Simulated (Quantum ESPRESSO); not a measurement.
## Y under changes of volume

One of the cells (33.012 Å³/atom); the others are scaled copies at fixed shape and fractional positions:

```
CELL_PARAMETERS angstrom
3.64740 0.00000 0.00000
-1.82370 3.15874 0.00000
0.00000 0.00000 5.73060
ATOMIC_POSITIONS crystal
Y 0.66667 0.33333 0.75000
Y 0.33333 0.66667 0.25000
```

```yaml
Program: Quantum ESPRESSO 7.5
Functional: LDA
Potentials_or_basis: GBRV 1.5 LDA
Cutoff: 612 eV
Density_cutoff: 4898 eV
k_mesh: 8 × 8 × 5
Occupations: fermi-dirac, width 0.05 eV
Spin: no spin polarisation
```

```tsv
volume (Å³/atom)	energy over the lowest point (meV/atom)	pressure (GPa)
31.031	0.00	-1.6
31.691	8.12	-2.4
32.351	19.41	-3.1
33.012	33.65	-3.8
33.672	50.54	-4.5
34.332	?	?
34.992	91.73	-5.6
```

Question: What does the run at 34.332 Å³/atom give?

Answer: Energy over the lowest point 69.97 meV/atom; pressure -5.0 GPa.

Worked out: A Birch-Murnaghan fit of order 3 (a polynomial in V^(-2/3)) to the other rows has no minimum within the range. It gives 69.98 meV/atom at 34.332 Å³/atom, against the run's 69.97, and -dE/dV = -5.0 GPa, against -5.0.

Energies are extrapolated to zero smearing.
